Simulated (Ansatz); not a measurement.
Pressure against volume: Mn

```
Mn
1.0
     0.00000    2.47574    2.47574
     2.47574    0.00000    2.47574
     2.47574    2.47574    0.00000
Mn
2
Cartesian
  0.0000 0.0000 0.0000
  1.2379 1.2379 1.2379
```

The cell was built from the diamond type and relaxed in the same program, and has space group Fd-3m; it needn't be a known or the stable phase.

The magnetic state is the one reached from the start moments; no search over orders was made, so it needn't be the ground state.

All numbers are computed: DFT, PBE, all-electron LAPW, scalar-relativistic (Ansatz 0.2.0); DFT, PBE, PAW with Ansatz's default frozen-core files, scalar-relativistic (Ansatz 0.2.0).

For LAPW: a Γ-centred 13×13×13 k mesh, Fermi–Dirac smearing of 0.05 eV, basis error target 0.5 meV/atom, spin-polarised from start moments Mn1 4, Mn2 4 μB. PAW takes a cutoff of 420 eV at this cell. The Ansatz runs share mesh, smearing and spin set-up. Plane-wave (PAW) pressures include the program's estimate of the Pulay term.

The cell above is scaled evenly, with fractional coordinates and shape held.

| V/V(cell) | V (Å³/atom) | P, LAPW (GPa) | P, PAW (GPa) | free energy over the lowest listed, PAW (meV/atom) |
| --- | --- | --- | --- | --- |
| 0.9600 | 14.568 | 12.83 | 12.85 | 63.6 |
| 0.9800 | 14.871 | 10.36 | 10.38 | 41.7 |
| 1.0000 | 15.174 | 8.20 | 8.22 | 24.1 |
| 1.0200 | 15.478 | 6.30 | 6.32 | 10.4 |
| 1.0400 | 15.781 | 4.64 | 4.66 | 0.0 |
